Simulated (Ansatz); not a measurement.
What a trial cell of Zr relaxes into

The calculation used DFT PBE, scalar-relativistic, plane waves, PAW (Ansatz). Cutoff 420 eV, Γ-centred k mesh, Gaussian smearing, no spin polarisation in the final step.

The start is a random cell of Zr without symmetry, drawn with lower limits on the distances.

```xyz
5
Lattice="5.2858 0.0000 0.0000 0.7158 4.7029 0.0000 -0.3598 2.0465 4.7356" Properties=species:S:1:pos:R:3 pbc="T T T"
Zr    1.3456    4.1249    1.9984
Zr    1.2834    1.2952    2.7688
Zr    3.7557    2.2621    2.4573
Zr    4.3162    4.7997    2.6372
Zr    3.6443    3.9320    0.3893
```

Steps on the 4×4×4 mesh (5 atoms). 12 of 16 steps are shown, and the free energy counts from the last. Trial steps that were taken back and renewals of the plane-wave basis can be among the rows.

```csv
step,ΔF (meV/atom),V (Å³/atom),P (GPa),largest force component (eV/Å)
1,2103.5,23.54,29.69,5.405
2,1414.8,26.06,12.21,2.704
4,864.6,27.31,2.11,1.816
5,641.1,27.02,-0.50,1.518
6,449.8,25.89,-0.67,1.567
8,127.7,23.93,-1.18,0.889
9,40.6,23.16,-0.15,0.436
11,3.1,22.90,0.24,0.045
12,7.7,23.31,-1.18,0.068
13,0.6,22.97,-0.07,0.005
15,0.3,22.97,-0.05,0.003
16,0.0,22.97,-0.07,0.003
```

The cell was then made exact in the group found at 0.06 Å. A final relaxation ran on a 22×22×22 mesh. The relaxed crystal, I4/mmm (No. 139):

Space group I4/mmm (No. 139). a = 3.796 Å, b = 3.796 Å, c = 3.179 Å, α = 90.00°, β = 90.00°, γ = 90.00°
| atom | site | symmetry | x | y | z |
| --- | --- | --- | --- | --- | --- |
| Zr | 2b | 4/mmm | 0.0000 | 0.0000 | 0.5000 |

- Volume per atom: 22.90 Å³
- Density: 6.61 g/cm³
- Energy over the standard structure: 0.06 eV/atom
- Gap on the 22×22×22 mesh: 0 eV (a metal)

Energies count from the standard state of Zr at the same level.

The final run used a 22×22×22 mesh on its 1-atom cell and 0.10 eV smearing. The k mesh leaves about 4 meV/atom of noise in metals.

Symmetry constrained the relaxation, so the result can be a saddle point.